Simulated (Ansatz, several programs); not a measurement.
AlAs built on the zincblende prototype, relaxed with PBE in Ansatz (plane waves, PAW): it is cubic, F-43m (No. 216); a = 5.728 Å in the conventional setting, 23.50 Å³ an atom. Al is surrounded by 4 As at 2.48 Å; As is surrounded by 4 Al at 2.48 Å. The cell was then scaled with its shape and fractional coordinates held. The values are computed, spin-unpolarised, and not measurements.

| V (Å³/atom) | E (meV/atom) |
| --- | --- |
| 22.086 | 19.97 |
| 23.496 | 0.00 |
| 24.201 | 4.16 |
| 24.906 | 15.92 |

**Question.** Pass a cubic E = c₀ + c₁u + c₂u² + c₃u³, with u = V − 23.672 Å³, through these points.

**Answer.** c₀ = 0.25, c₁ = +2.978, c₂ = 8.682, c₃ = -0.6528 (meV and Å³).

**Question.** Where is the minimum, and what bulk modulus follows?

**Answer.** dE/du = 0 at u = -0.168, so V₀ = 23.50 Å³. B = V₀ d²E/dV² = 23.50 × (2c₂ + 6c₃u) = 23.50 × 18.022 = 424 meV/Å³, and 1 meV/Å³ is 0.16022 GPa: 68 GPa. A third-order Birch-Murnaghan fit to all five points gives 23.50 Å³ and 67 GPa.

**Question.** Predict the energy and the pressure at the withheld volume, 22.791 Å³.

**Answer.** With u = -0.881: E ≈ 4.81 meV and P = −dE/dV ≈ +2.22 GPa. The run gives 4.75 meV and, from its stress, +2.21 GPa.
